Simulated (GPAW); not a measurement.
# Fe (Im-3m) in GPAW: further runs, part 2 of 2

GPAW 26.7.0. The steps go on from the part before.

**4. Single point, PBE, collinear spin, ferromagnetic start**

File run.py:

```python
from ase import Atoms
from ase.dft.bandgap import bandgap
from ase.io import write
from ase.units import GPa
from gpaw import GPAW, PW

atoms = Atoms(['Fe'],
              cell=[[-1.443, 1.443, 1.443],
                    [1.443, -1.443, 1.443],
                    [1.443, 1.443, -1.443]],
              scaled_positions=[[0.0, 0.0, 0.0]],
              pbc=True)
atoms.set_initial_magnetic_moments([3.0])

calc = GPAW(mode=PW(600),
            xc='PBE',
            kpts={'size': (13, 13, 13), 'gamma': True},
            occupations={'name': 'methfessel-paxton', 'order': 0, 'width': 0.017},
            nbands=12,
            convergence={'density': 1e-05, 'energy': 1e-05},
            maxiter=150,
            txt='gpaw.txt')
atoms.calc = calc
energy = atoms.get_potential_energy()
forces = atoms.get_forces()
stress = atoms.get_stress()
calc.write('gs.gpw')
write('result.traj', atoms)
print(f'Energy: {energy:.6f} eV')
print('Forces (eV/A):')
print(forces.round(4))
print('Stress (GPa):', (stress / GPa).round(3))
print('Moments:', calc.get_magnetic_moments().round(3))
print('Fermi level:', round(calc.get_fermi_level(), 4), 'eV')
print(f'Gap: {bandgap(calc)[0]:.4f} eV, direct: {bandgap(calc, direct=True)[0]:.4f} eV')
```

Potentials or basis: GPAW PAW data sets (gpaw-data 1.2.1), pw.

Command:

```console
$ OMP_NUM_THREADS=1 python run.py
```

gpaw.txt:

```text
__  _  _
 | _ |_)|_||  |
 |__||  | ||/\| - 26.7.0

Input parameters:
  mode=PW(ecut=600.0),
  convergence={'density': 1e-05, 'energy': 1e-05},
  kpts=MonkhorstPack(size=(13, 13, 13), gamma=True),
  maxiter=150,
  nbands=12,
  occupations=Occupations(name='methfessel-paxton', order=0, width=0.017),
  xc=XC(name='PBE')

Diagonalizing LCAO Hamiltonian
Converting LCAO to pw mode

       Fe

Atoms  # Å, Bohr magnetons
|   | symbol |        x |        y |        z |    initial magnetic moments |
|---|--------|----------|----------|----------|-----------------------------|
| 0 |     Fe | 0.000000 | 0.000000 | 0.000000 | ( 0.0000,  0.0000,  3.0000) |

Unit cell  # Å
| periodic |         x |         y |         z |  lengths |     angles |
|----------|-----------|-----------|-----------|----------|------------|
|      yes | -1.443000 |  1.443000 |  1.443000 | 2.499349 | 109.471221 |
|      yes |  1.443000 | -1.443000 |  1.443000 | 2.499349 | 109.471221 |
|      yes |  1.443000 |  1.443000 | -1.443000 | 2.499349 | 109.471221 |

Number of symmetries: 48
Symmetry operations  # r_c * U_cc + t_c -> r_c
|    | kind |            matrix            |
|----|------|------------------------------|
|  0 |  σ   |  1, 1, 1,  0, 0,-1,  0,-1, 0 |
|  1 |  C4  |  1, 1, 1,  0, 0,-1, -1, 0, 0 |
|  2 |  C2  |  1, 1, 1,  0,-1, 0,  0, 0,-1 |
|  3 |  S6  |  1, 1, 1,  0,-1, 0, -1, 0, 0 |
|  4 |  S6  |  1, 1, 1, -1, 0, 0,  0, 0,-1 |
|  5 |  C4  |  1, 1, 1, -1, 0, 0,  0,-1, 0 |
|  6 |  E   |  1, 0, 0,  0, 1, 0,  0, 0, 1 |
|  7 |  σ   |  1, 0, 0,  0, 1, 0, -1,-1,-1 |
|  8 |  σ   |  1, 0, 0,  0, 0, 1,  0, 1, 0 |
|  9 |  C3  |  1, 0, 0,  0, 0, 1, -1,-1,-1 |
| 10 |  C3  |  1, 0, 0, -1,-1,-1,  0, 1, 0 |
| 11 |  σ   |  1, 0, 0, -1,-1,-1,  0, 0, 1 |
| 12 |  σ   |  0, 1, 0,  1, 0, 0,  0, 0, 1 |
| 13 |  C2  |  0, 1, 0,  1, 0, 0, -1,-1,-1 |
| 14 |  C3  |  0, 1, 0,  0, 0, 1,  1, 0, 0 |
| 15 |  S4  |  0, 1, 0,  0, 0, 1, -1,-1,-1 |
| 16 |  S4  |  0, 1, 0, -1,-1,-1,  1, 0, 0 |
| 17 |  C3  |  0, 1, 0, -1,-1,-1,  0, 0, 1 |
| 18 |  C3  |  0, 0, 1,  1, 0, 0,  0, 1, 0 |
| 19 |  S4  |  0, 0, 1,  1, 0, 0, -1,-1,-1 |
| 20 |  σ   |  0, 0, 1,  0, 1, 0,  1, 0, 0 |
| 21 |  C3  |  0, 0, 1,  0, 1, 0, -1,-1,-1 |
| 22 |  C2  |  0, 0, 1, -1,-1,-1,  1, 0, 0 |
| 23 |  S4  |  0, 0, 1, -1,-1,-1,  0, 1, 0 |
| 24 |  C4  |  0, 0,-1,  1, 1, 1,  0,-1, 0 |
| 25 |  σ   |  0, 0,-1,  1, 1, 1, -1, 0, 0 |
| 26 |  S6  |  0, 0,-1,  0,-1, 0,  1, 1, 1 |
[... 115 lines left out ...]
    width: 0.0170  # eV
    order: 0

poisson solver:
  ecut: 4800.0  # eV

xc functional:
  name: PBE with 2 nearest neighbor stencil

convergence criteria:
- Maximum integral of absolute [dens]ity change: 1e-05 electrons / valence electron
- Maximum [total energy] change in last 3 cyles: 1e-05 eV / valence electron
- Maximum integral of absolute [eigenst]ate change: 4e-08 eV^2 / valence electron
maximum number of iterations: 150

SCF iterations
|iter     | |      energy | eigst |  dens |  magmom |
|---------|-|-------------|-------|-------|---------|
|iter:   1| |   -8.890393 | +0.07 |       |  +3.0053|
|iter:   2| |   -8.890127 | -2.16 | -1.01 |  +2.9812|
|iter:   3| |   -8.943771 | -2.47 | -1.05 |  +2.7755|
|iter:   4| |   -8.971747 | -3.26 | -1.37 |  +2.6766|
|iter:   5| |   -9.002065 | -2.89 | -1.45 |  +2.4620|
|iter:   6| |   -9.006965 | -3.83 | -1.82 |  +2.3530|
|iter:   7| |   -9.007874 | -4.32 | -2.10 |  +2.3137|
|iter:   8| |   -9.008243 | -4.53 | -2.42 |  +2.2626|
|iter:   9| |   -9.008275 | -5.45 | -2.89 |  +2.2431|
|iter:  10| |   -9.008286c| -5.94 | -3.19 |  +2.2464|
|iter:  11| |   -9.008285c| -7.00 | -3.64 |  +2.2499|
|iter:  12| |   -9.008285c| -8.00c| -4.57 |  +2.2501|
|iter:  13| |   -9.008285c| -8.44c| -5.04c|  +2.2502|

Converged in 13 steps
Energy contributions relative to reference atoms: (reference = -34619.454600)

Energy contributions:
  Kinetic:           5.651506
  Coulomb:          -4.834704
  Zero:              0.064203
  External:          0.000000
  Xc:               -9.889194
  Entropy:          -0.000192
  Spinorbit:         0.000000
  ----------------------------
  Free energy:      -9.008381
  Extrapolated:     -9.008285

dipole moment: (-3.533248, -3.533248, -3.533248)  # |e|*Ang

Total magnetic moment: (0.000000, 0.000000, 2.250178)

Local magnetic moments
|        x |        y |        z |
|----------|----------|----------|
| 0.000000 | 0.000000 | 2.296044 |  # Fe   0

Fermi level: 9.303
Eigenvalues  # (at kpt = [0.000, 0.000, 0.000])
| band index |      eig [eV] | occ [0-1] |      eig [eV] | occ [0-1] |
|------------|---------------|-----------|---------------|-----------|
|          0 |         1.123 |     1.000 |         1.253 |     1.000 |
|          1 |         7.133 |     1.000 |         9.112 |     1.000 |
|          2 |         7.133 |     1.000 |         9.112 |     1.000 |
|          3 |         7.133 |     1.000 |         9.112 |     1.000 |
|          4 |         8.233 |     1.000 |        11.060 |     0.000 |
|          5 |         8.233 |     1.000 |        11.060 |     0.000 |
|          6 |        33.712 |     0.000 |        33.361 |     0.000 |
|          7 |        33.712 |     0.000 |        33.361 |     0.000 |
|          8 |        33.712 |     0.000 |        33.361 |     0.000 |
|          9 |        34.869 |     0.000 |        36.593 |     0.000 |
|         10 |        34.869 |     0.000 |        36.618 |     0.000 |
|         11 |        34.869 |     0.000 |        38.257 |     0.000 |

No gap
No difference between direct/indirect transitions

Forces  # eV/Ang
|        x |        y |        z |
|----------|----------|----------|
| -0.00000 | -0.00000 | -0.00000 |  # Fe   0

Stress tensor  # eV/Ang^3
|         x |         y |         z |
|-----------|-----------|-----------|
|  0.049767 | -0.000000 |  0.000000 |
| -0.000000 |  0.049767 | -0.000000 |
|  0.000000 | -0.000000 |  0.049767 |

# Writing to gs.gpw (mode='')
```

stdout:

```text
Energy: -9.008285 eV
Forces (eV/A):
[[-0. -0. -0.]]
Stress (GPa): [ 7.973  7.973  7.973 -0.     0.    -0.   ]
Moments: [2.296]
Fermi level: 9.3033 eV
Gap: 0.0000 eV, direct: 0.0000 eV
```

Wall time 23 s (1 thread of Arm Neoverse V1, shared host); peak memory 0.14 GiB.

What came out:

| Item | Value |
| --- | --- |
| Free energy | -9.0084 eV |
| Pressure | -8.0 GPa |
| Band gap on the k mesh | none (metal or under the smearing width) |
| Net moment | 2.25 μB per cell |
| Site moments | Fe +2.30 μB |

Levels at points of the mesh, in eV from the Fermi level:
Spin up:
```
           k point  band 3  band 4  band 5  band 6  band 7  band 8
(0.00, 0.00, 0.00)   -2.17   -2.17   -1.07   -1.07   24.41   24.41
```
Spin down:
| k point | band 1 | band 2 | band 3 | band 4 | band 5 | band 6 | band 7 |
| --- | --- | --- | --- | --- | --- | --- | --- |
| (0.00, 0.00, 0.00) | -8.05 | -0.19 | -0.19 | -0.19 | 1.76 | 1.76 | 24.06 |

**5. The runs side by side**

| smearing | gap on the mesh (eV) | pressure (GPa) | moment (μB) |
| --- | --- | --- | --- |
| gaussian 0.015 eV | none | -8.0 | 2.25 |
| gaussian 0.016 eV | none | -8.0 | 2.25 |
| gaussian 0.017 eV | none | -8.0 | 2.25 |

Alike in all rows: task single point; level PBE; potentials or basis GPAW PAW data sets (gpaw-data 1.2.1), pw; spin collinear, ferromagnetic start; cell as given; k mesh 13 × 13 × 13; cutoff (eV) 600.

Every run on the cell as given and a fine mesh finds a metal.

Absolute energies hang on the potentials; compare differences alone.
